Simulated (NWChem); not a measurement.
# C3H9N (propylamine) at 5 levels

We compute a comparison of 5 runs (wB97X/def2-SVP, B2PLYP/def2-SVP, BHLYP/def2-SVP, CAM-B3LYP/def2-SVP, M06-2X/def2-SVP) of C3H9N (propylamine). 

The results are computed with NWChem 7.3.0.

### 1 The system as given

C3H9N: 13 atoms, total charge 0, spin state singlet. SMILES: `CCCN`. The shape is that of a PBE0-D4/def2-TZVP optimisation. This is one conformer, not always the lowest.

Bond lengths: C1–C2 1.519 Å, C2–C3 1.526 Å, C3–N4 1.453 Å, C1–H5 1.092 Å, C1–H6 1.094 Å, C1–H7 1.093 Å, C2–H8 1.097 Å, C2–H9 1.096 Å, C3–H10 1.096 Å, C3–H11 1.095 Å, N4–H12 1.013 Å, N4–H13 1.012 Å. Some angles: C1–C2–C3 113.6°, C2–C3–N4 116.6°, C1–C2–H8 109.8°, C1–C2–H9 109.6°, C3–C2–H8 108.9°, C3–C2–H9 108.5°, C2–C1–H5 111.5°, C2–C1–H6 111.0°, C2–C1–H7 111.6°, C2–C3–H10 109.2°.

### 2 Energy and forces at wB97X/def2-SVP (run 1)

Input file c3h9n.nw:

```
start c3h9n
title "C3H9N"
memory 2200 mb

geometry units angstroms noautosym nocenter noautoz
  C       -1.377900       0.221800       0.509700
  C       -0.298300      -0.788700       0.163000
  C        1.099100      -0.182300       0.067600
  N        1.304000       0.822500      -0.961500
  H       -2.359000      -0.251500       0.588100
  H       -1.167200       0.709300       1.466500
  H       -1.456900       1.003200      -0.251000
  H       -0.539700      -1.277600      -0.788900
  H       -0.282600      -1.582700       0.918600
  H        1.361700       0.270300       1.030600
  H        1.826800      -0.983100      -0.098000
  H        1.066200       0.451400      -1.873800
  H        0.709100       1.626300      -0.805800
end

basis "ao basis" spherical bse
  C library def2-SVP
  N library def2-SVP
  H library def2-SVP
end

dft
  xc wb97x
  grid fine
  convergence energy 1e-08
  iterations 100
  mulliken
  print low
end

task dft gradient
```

Launch:

```bash
$ nwchem c3h9n.nw > c3h9n.out
```

Log:

```text
[...]
 d= 0,ls=0.0,diis     1   -174.2707196334 -3.08D+02  5.43D-03  3.15D-01    11.8
[...]
 d= 0,ls=0.0,diis     9   -174.3122418354 -8.36D-09  2.15D-06  5.65D-09    94.2
         Total DFT energy =     -174.312241835388
      One electron energy =     -498.155657930742
           Coulomb energy =      216.726941505814
    Exchange-Corr. energy =      -26.518268944710
 Nuclear repulsion energy =      133.634743534250
[...]
      Total Density - Mulliken Population Analysis
     ---------------------------------------------
    Atom       Charge   Shell Charges
 -----------   ------   -------------------------------------------------------
    1 C    6     6.04   1.99  0.88  0.14  2.12  0.89  0.03
    2 C    6     6.07   1.99  0.90  0.15  2.12  0.88  0.04
    3 C    6     5.94   1.99  0.90  0.13  2.09  0.79  0.05
    4 N    7     7.25   1.99  0.99  0.42  2.44  1.40  0.02
    5 H    1     0.97   0.74  0.20  0.02
    6 H    1     0.98   0.74  0.21  0.02
    7 H    1     0.99   0.75  0.22  0.02
    8 H    1     0.99   0.75  0.22  0.02
    9 H    1     0.98   0.75  0.21  0.02
   10 H    1     0.99   0.76  0.21  0.02
[...]
                         DFT ENERGY GRADIENTS
    atom               coordinates                        gradient
                 x          y          z           x          y          z
   1 C      -2.603853   0.419141   0.963193   -0.001504   0.002557   0.000541
   2 C      -0.563705  -1.490427   0.308025   -0.001007  -0.003519  -0.000931
   3 C       2.076998  -0.344497   0.127745    0.001249  -0.003048   0.004806
   4 N       2.464203   1.554300  -1.816972   -0.002978   0.001991  -0.003322
   5 H      -4.457864  -0.475266   1.111348    0.005276   0.002206  -0.000483
   6 H      -2.205688   1.340383   2.771283   -0.000961  -0.002648  -0.004857
   7 H      -2.753142   1.895773  -0.474321    0.000002  -0.004210   0.004107
   8 H      -1.019885  -2.414314  -1.490805    0.001279   0.002757   0.004733
   9 H      -0.534037  -2.990869   1.735902    0.000095   0.003962  -0.003343
  10 H       2.573240   0.510793   1.947552   -0.001545  -0.001755  -0.005406
  11 H       3.452151  -1.857790  -0.185193   -0.003884   0.004417   0.000199
[...]
```

Run time: 2.2 min. Hardware: 1 thread of Intel Xeon Platinum 8375C at 2.90GHz (Ice Lake), shared host; peak memory 0.12 GiB.

### 3 A single-point energy at B2PLYP/def2-SVP (run 2)

Input file m1.xyz:

```xyz
13
C3H9N energy
C     -1.377900     0.221800     0.509700
C     -0.298300    -0.788700     0.163000
C      1.099100    -0.182300     0.067600
N      1.304000     0.822500    -0.961500
H     -2.359000    -0.251500     0.588100
H     -1.167200     0.709300     1.466500
H     -1.456900     1.003200    -0.251000
H     -0.539700    -1.277600    -0.788900
H     -0.282600    -1.582700     0.918600
H      1.361700     0.270300     1.030600
H      1.826800    -0.983100    -0.098000
H      1.066200     0.451400    -1.873800
H      0.709100     1.626300    -0.805800
```

Input file m1.nw:

```
start m1
title "C3H9N energy"
memory total 2200 mb

geometry units angstroms noautosym nocenter noautoz
   load format xyz m1.xyz
end

basis spherical bse
   * library def2-SVP
end

dft
   xc hfexch 0.53 becke88 0.47 lyp 0.73 mp2 0.27
   dftmp2 semidirect
   mult 1
   grid fine
   convergence energy 1e-08
   iterations 100
   mulliken
   print medium
end

mp2
   freeze core 4
end

task dft
```

Launch:

```bash
$ nwchem m1.nw > m1.out
```

Log:

```text
[...]
          Wavefunction type:  closed shell.
          No. of atoms     :    13
          No. of electrons :    34
[...]
          Charge           :     0
          Spin multiplicity:     1
[...]
          AO basis - number of functions:   101
[...]
              XC Information
              --------------
                     Hartree-Fock (Exact) Exchange  0.530
                    Becke 1988 Exchange Functional  0.470
              Lee-Yang-Parr Correlation Functional  0.730
[...]
 d= 0,ls=0.0,diis     1   -173.9028582140 -3.08D+02  5.69D-03  3.02D-01     4.4
[...]
 d= 0,ls=0.0,diis     8   -173.9471607205 -8.38D-09  1.08D-06  4.65D-09    24.8
         Total DFT energy =     -173.947160720548
      One electron energy =     -498.051035778835
           Coulomb energy =      216.639160427321
    Exchange-Corr. energy =      -26.170028903284
 Nuclear repulsion energy =      133.634743534250
[...]
      Total Density - Mulliken Population Analysis
     ---------------------------------------------
    Atom       Charge   Shell Charges
 -----------   ------   -------------------------------------------------------
    1 C    6     6.02   1.99  0.88  0.15  2.10  0.87  0.03
    2 C    6     6.05   1.99  0.90  0.16  2.10  0.86  0.04
    3 C    6     5.89   1.99  0.90  0.12  2.07  0.76  0.06
    4 N    7     7.28   1.99  0.99  0.44  2.42  1.42  0.02
    5 H    1     0.98   0.75  0.20  0.02
    6 H    1     0.99   0.75  0.21  0.02
    7 H    1     1.00   0.75  0.22  0.02
    8 H    1     1.00   0.76  0.21  0.02
    9 H    1     0.99   0.76  0.21  0.02
   10 H    1     0.99   0.76  0.21  0.02
[...]
  Basis functions       =    101
[...]
```

It took 29 s on 1 thread of Intel Xeon Platinum 8375C at 2.90GHz (Ice Lake), shared host; peak memory 0.32 GiB.

Run 3 isn't shown in full; the table further down has it.

### 4 Energy and forces at CAM-B3LYP/def2-SVP (run 4)

Input file run.py:

```python
from ase import Atoms
from ase.calculators.nwchem import NWChem

atoms = Atoms(['C', 'C', 'C', 'N', 'H', 'H', 'H', 'H', 'H', 'H', 'H', 'H', 'H'], positions=[
    [-1.377900, 0.221800, 0.509700],
    [-0.298300, -0.788700, 0.163000],
    [1.099100, -0.182300, 0.067600],
    [1.304000, 0.822500, -0.961500],
    [-2.359000, -0.251500, 0.588100],
    [-1.167200, 0.709300, 1.466500],
    [-1.456900, 1.003200, -0.251000],
    [-0.539700, -1.277600, -0.788900],
    [-0.282600, -1.582700, 0.918600],
    [1.361700, 0.270300, 1.030600],
    [1.826800, -0.983100, -0.098000],
    [1.066200, 0.451400, -1.873800],
    [0.709100, 1.626300, -0.805800],
])

calc = NWChem(
    label='c3h9n',
    theory='dft',
    memory='2200 mb',
    basis='def2-SVP',
    basispar='spherical bse',
    dft={'xc': 'xcamb88 1.00 lyp 0.81 vwn_5 0.19 hfexch 1.00', 'cam': '0.33 cam_alpha 0.19 cam_beta 0.46', 'mult': '1', 'grid': 'fine', 'convergence': 'energy 1e-08', 'direct': None, 'iterations': '100', 'mulliken': None},
)
atoms.calc = calc

forces = atoms.get_forces()
print(f"energy = {atoms.get_potential_energy():.6f} eV")
print("forces (eV/A):")
for s, f in zip(atoms.symbols, forces):
    print(f"{s:2s} {f[0]:10.5f} {f[1]:10.5f} {f[2]:10.5f}")
print("dipole (e A):", atoms.get_dipole_moment().round(4))
```

Launch:

```bash
$ export ASE_NWCHEM_COMMAND="nwchem PREFIX.nwi > PREFIX.nwo"
$ python run.py
```

Log:

```text
energy = -4741.664373 eV
forces (eV/A):
C     0.05903   -0.12506   -0.02731
C     0.05188    0.17170    0.04988
C    -0.04170    0.13802   -0.22183
N     0.15010   -0.10994    0.19247
H    -0.25392   -0.10639    0.02386
H     0.04119    0.12598    0.22847
H     0.00319    0.19381   -0.18497
H    -0.05790   -0.12593   -0.21906
H    -0.00411   -0.18378    0.15735
H     0.06849    0.07646    0.24971
H     0.17766   -0.21062   -0.00782
H    -0.05718   -0.07415   -0.25367
H    -0.13663    0.22996    0.01291
dipole (e A): [-0.261  -0.0642 -0.0259]
```

The calculator wrote c3h9n.nwi:

```
title "c3h9n"

permanent_dir c3h9n

scratch_dir c3h9n

start c3h9n

geometry units angstrom nocenter noautosym noautoz
  C  -1.3778999999999999e+00 2.2180000000000000e-01 5.0970000000000004e-01
  C  -2.9830000000000001e-01 -7.8869999999999996e-01 1.6300000000000001e-01
  C  1.0991000000000000e+00 -1.8229999999999999e-01 6.7599999999999993e-02
  N  1.3040000000000000e+00 8.2250000000000001e-01 -9.6150000000000002e-01
  H  -2.3590000000000000e+00 -2.5150000000000000e-01 5.8809999999999996e-01
  H  -1.1672000000000000e+00 7.0930000000000004e-01 1.4664999999999999e+00
  H  -1.4569000000000001e+00 1.0032000000000001e+00 -2.5100000000000000e-01
  H  -5.3969999999999996e-01 -1.2776000000000001e+00 -7.8890000000000005e-01
  H  -2.8260000000000002e-01 -1.5827000000000000e+00 9.1859999999999997e-01
  H  1.3616999999999999e+00 2.7029999999999998e-01 1.0306000000000000e+00
  H  1.8268000000000000e+00 -9.8309999999999997e-01 -9.8000000000000004e-02
  H  1.0662000000000000e+00 4.5140000000000002e-01 -1.8737999999999999e+00
  H  7.0909999999999995e-01 1.6263000000000001e+00 -8.0579999999999996e-01
end

memory 2200 mb

basis spherical bse noprint
   * library def2-SVP
end

dft
  xc xcamb88 1.00 lyp 0.81 vwn_5 0.19 hfexch 1.00
  cam 0.33 cam_alpha 0.19 cam_beta 0.46
  mult 1
  grid fine
  convergence energy 1e-08
  direct
  iterations 100
  mulliken
end

task dft gradient
```

c3h9n.nwo, cut to the lines that bear on the results:

```text
[...]
         Total DFT energy =     -174.252953120845
[...]
  wavefunction    = closed shell
[...]
                         DFT ENERGY GRADIENTS
    atom               coordinates                        gradient
                 x          y          z           x          y          z
   1 C      -2.603853   0.419141   0.963193   -0.001148   0.002432   0.000531
   2 C      -0.563705  -1.490427   0.308025   -0.001009  -0.003339  -0.000970
   3 C       2.076998  -0.344497   0.127745    0.000811  -0.002684   0.004314
[... 9 lines of this table left out ...]
  13 H       1.340005   3.073261  -1.522741    0.002657  -0.004472  -0.000251
[...]
```

Wall time 2.1 min (1 thread of Intel Xeon Platinum 8375C at 2.90GHz (Ice Lake), shared host); peak memory 0.12 GiB.

### 5 Energy and forces at M06-2X/def2-SVP (run 5)

Changes to c3h9n.nw since step 2:

```diff
@@ -1,6 +1,6 @@
-start c3h9n
-title "C3H9N"
-memory 2200 mb
+START c3h9n
+TITLE "C3H9N"
+memory total 2200 mb
 
-geometry units angstroms noautosym nocenter noautoz
+GEOMETRY noautosym nocenter noautoz
   C       -1.377900       0.221800       0.509700
@@ -18,19 +18,18 @@
   H        0.709100       1.626300      -0.805800
-end
+END
 
-basis "ao basis" spherical bse
-  C library def2-SVP
-  N library def2-SVP
-  H library def2-SVP
-end
+BASIS spherical bse
+  * library def2-SVP
+END
 
-dft
-  xc wb97x
+DFT
+  xc m06-2x
+  mult 1
   grid fine
   convergence energy 1e-08
-  iterations 100
+  maxiter 100
   mulliken
-  print low
-end
+  print medium
+END
 
-task dft gradient
+TASK dft gradient
```

Launch:

```bash
$ nwchem c3h9n.nw > c3h9n.out
```

Log:

```text
[...]
          Wavefunction type:  closed shell.
          No. of atoms     :    13
          No. of electrons :    34
[...]
          Charge           :     0
          Spin multiplicity:     1
[...]
          AO basis - number of functions:   101
[...]
              XC Information
              --------------
                       M06-2X Method XC Functional
                     Hartree-Fock (Exact) Exchange  0.540
                        M06-2X Exchange Functional  1.000
                      M06-2X Correlation Potential  1.000
[...]
 d= 0,ls=0.0,diis     1   -174.2159295867 -3.08D+02  5.91D-03  2.65D-01     4.7
[...]
 d= 0,ls=0.0,diis     8   -174.2544534697 -8.96D-09  1.18D-06  4.78D-09    32.5
         Total DFT energy =     -174.254453469724
      One electron energy =     -498.107511311823
           Coulomb energy =      216.677524111525
    Exchange-Corr. energy =      -26.459209803677
 Nuclear repulsion energy =      133.634743534250
[...]
      Total Density - Mulliken Population Analysis
     ---------------------------------------------
    Atom       Charge   Shell Charges
 -----------   ------   -------------------------------------------------------
    1 C    6     6.09   1.99  0.87  0.17  2.11  0.91  0.03
    2 C    6     6.10   1.99  0.89  0.18  2.11  0.90  0.03
    3 C    6     5.97   1.99  0.89  0.16  2.08  0.81  0.05
    4 N    7     7.28   1.99  0.98  0.44  2.43  1.42  0.02
    5 H    1     0.96   0.74  0.19  0.02
    6 H    1     0.96   0.74  0.20  0.02
    7 H    1     0.98   0.75  0.21  0.02
    8 H    1     0.97   0.75  0.20  0.02
    9 H    1     0.97   0.75  0.20  0.02
   10 H    1     0.97   0.76  0.19  0.02
[...]
  wavefunction    = closed shell
                         DFT ENERGY GRADIENTS
    atom               coordinates                        gradient
                 x          y          z           x          y          z
   1 C      -2.603853   0.419141   0.963193   -0.000468   0.001111   0.000212
   2 C      -0.563705  -1.490427   0.308025   -0.000748  -0.001504  -0.000799
   3 C       2.076998  -0.344497   0.127745    0.000382  -0.002268   0.003452
   4 N       2.464203   1.554300  -1.816972   -0.003380   0.001296  -0.002988
   5 H      -4.457864  -0.475266   1.111348    0.004135   0.001911  -0.000336
   6 H      -2.205688   1.340383   2.771283   -0.001093  -0.002033  -0.003922
   7 H      -2.753142   1.895773  -0.474321   -0.000332  -0.003309   0.003571
   8 H      -1.019885  -2.414314  -1.490805    0.000926   0.002033   0.003959
   9 H      -0.534037  -2.990869   1.735902    0.000134   0.003013  -0.002717
  10 H       2.573240   0.510793   1.947552   -0.001020  -0.001444  -0.004389
  11 H       3.452151  -1.857790  -0.185193   -0.002976   0.003520   0.000225
[...]
```

It took 44 s on 1 thread of Intel Xeon Platinum 8375C at 2.90GHz (Ice Lake), shared host; peak memory 0.12 GiB.

### 6 Overview of the runs

```tsv
run	level	task	frozen core orbitals	energy (Eh)	largest force (eV/Å)	wall time
1	wB97X/def2-SVP	gradient	–	-174.312242	0.303	2.2 min
2	B2PLYP/def2-SVP	energy	4	-174.146933	–	29 s
3	BHLYP/def2-SVP	gradient	–	-174.241645	0.220	32 s
4	CAM-B3LYP/def2-SVP	gradient	–	-174.252953	0.276	2.1 min
5	M06-2X/def2-SVP	gradient	–	-174.254453	0.253	44 s
```

### 7 Outcome

| quantity | value |
| --- | --- |
| run 5: total energy | -174.25445 Eh |
| run 5: dipole moment | 1.32 D |
| run 5: HOMO energy | -7.98 eV |
| run 5: LUMO energy | 2.44 eV |
| run 5: HOMO–LUMO gap | 10.42 eV |
| run 5: largest force on an atom | 0.253 eV/Å |

Over runs 2, 3, 4, 5 the dipole moment (its size) runs from 1.30 D (CAM-B3LYP/def2-SVP) to 1.33 D (BHLYP/def2-SVP). Over runs 2, 3, 4, 5 the HOMO–LUMO gap runs from 10.38 eV (BHLYP/def2-SVP) to 10.64 eV (B2PLYP/def2-SVP). A double hybrid's value is that of its SCF part. Totals of different functionals can't be ranked against each other. All runs together took 6 min, the longest 2.2 min.
